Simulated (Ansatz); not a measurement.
# AlP at several levels of theory

One geometry, relaxed with PBE, and single points on it; plane waves with PAW potentials in Ansatz, scalar-relativistic unless the row names spin-orbit coupling. No spin polarisation. Meshes are on the primitive cell of 2 atoms. Gaps are the least over mesh and band path; pressure is positive in compression. Smearing is Gaussian, 0.02 eV.

```cif
data_structure
_symmetry_space_group_name_H-M 'F-43m'
_symmetry_Int_Tables_number 216
_cell_length_a 5.5068
_cell_length_b 5.5068
_cell_length_c 5.5068
_cell_angle_alpha 90.000
_cell_angle_beta 90.000
_cell_angle_gamma 90.000
_cell_volume 166.99
loop_
_atom_site_label
_atom_site_type_symbol
_atom_site_symmetry_multiplicity
_atom_site_Wyckoff_symbol
_atom_site_fract_x
_atom_site_fract_y
_atom_site_fract_z
_atom_site_occupancy
Al1 Al 4 a 0.00000 0.00000 0.00000 1
P1 P 4 d 0.25000 0.25000 0.75000 1
```

```json
{"level": "PBE", "cutoff (eV)": "420", "k mesh": "8×8×8", "gap (eV)": "1.63", "pressure (GPa)": "0.0", "rough cost with bands (core-min)": "0.4"}
```

Problem. What do r2SCAN, PBEsol give on the same cell?

Solution.
| level | cutoff (eV) | k mesh | gap (eV) | pressure (GPa) | rough cost with bands (core-min) |
| --- | --- | --- | --- | --- | --- |
| r2SCAN | 500 | 8×8×8 | 1.95 | -1.3 | 0.5 |
| PBEsol | 420 | 8×8×8 | 1.49 | -1.7 | 0.4 |